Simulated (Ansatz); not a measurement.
# CaF2: the cost of one run

Program: Ansatz 0.2.0. Level of theory: DFT PBE, scalar-relativistic, plane waves, PAW. These are calculated values, not measurements.

5 further runs of the same task are left out: 1 that didn't finish, 4 set aside as unsound or not needed.

## 1. The structure to begin with

Symmetry: F-43m, No. 216, cubic system. Conventional cell: a = 5.603 Å, b = 5.603 Å, c = 5.603 Å, α = 90.00°, β = 90.00°, γ = 90.00°. Ga (site symmetry -43m) is surrounded by 4 As at 2.43 Å. Around As (site symmetry -43m) lie 4 Ga at 2.43 Å.

Coordinates:

```cif
data_structure
_symmetry_space_group_name_H-M 'P 1'
_symmetry_Int_Tables_number 1
_cell_length_a 3.9622
_cell_length_b 3.9622
_cell_length_c 3.9622
_cell_angle_alpha 60.000
_cell_angle_beta 60.000
_cell_angle_gamma 60.000
_cell_volume 43.98
loop_
_atom_site_label
_atom_site_type_symbol
_atom_site_fract_x
_atom_site_fract_y
_atom_site_fract_z
_atom_site_occupancy
Ga1 Ga 0.00000 0.00000 0.00000 1
As1 As 0.75000 0.75000 0.75000 1
```

It goes back to an entry of the Materials Project.

It is the result of an earlier relaxation at this level (volume 21.99 Å³/atom; gap on the mesh: 0.49 eV).

## 2. AlNi strained to the base's plane

The (111) plane of AlNi is fitted to the (111) plane of GaAs, a strain of -0.8 % along x and -0.8 % along y; the third vector and the atoms relax.

Contents of input.yaml:

```yaml
crystal:
  lattice:
    - [3.8679403874, 0.0, 0.0]
    - [-1.9339701937, 3.3497346358, 0.0]
    - [-1.9339701937, 1.1165782119, 3.2113280365]
  atoms:
    - { symbol: Ca, position: [0.0, 0.0, 0.0] }
    - { symbol: F, position: [0.75, 0.25, 0.25] }
    - { symbol: F, position: [0.25, 0.75, 0.75] }
basis:
  ecutwfc: 420
kpoints:
  mp_grid: { grid: [9, 9, 8] }
hamiltonian:
  xc: pbe
scf:
  occupations: { method: gaussian, width: 0.02 }
output:
  forces: true
  stress: true
  eigenvalues: true
relax:
  adjacent_minimum: "off"
  f_tol: 0.01
  max_steps: 50
  cell: { fix: [a, b, gamma], stress_tol: 0.1 }
```

Run with:

```bash
ansatz run input.yaml --threads 4 --pin off --max-ram 8192MiB --backend cpu --events-out ev --progress --plain --runs-dir out
```

Q: Estimate wall time and peak memory on 4 threads of Intel Xeon at 2.70GHz, shared host.

About 7.6 s, with a peak of 0.45 GiB.
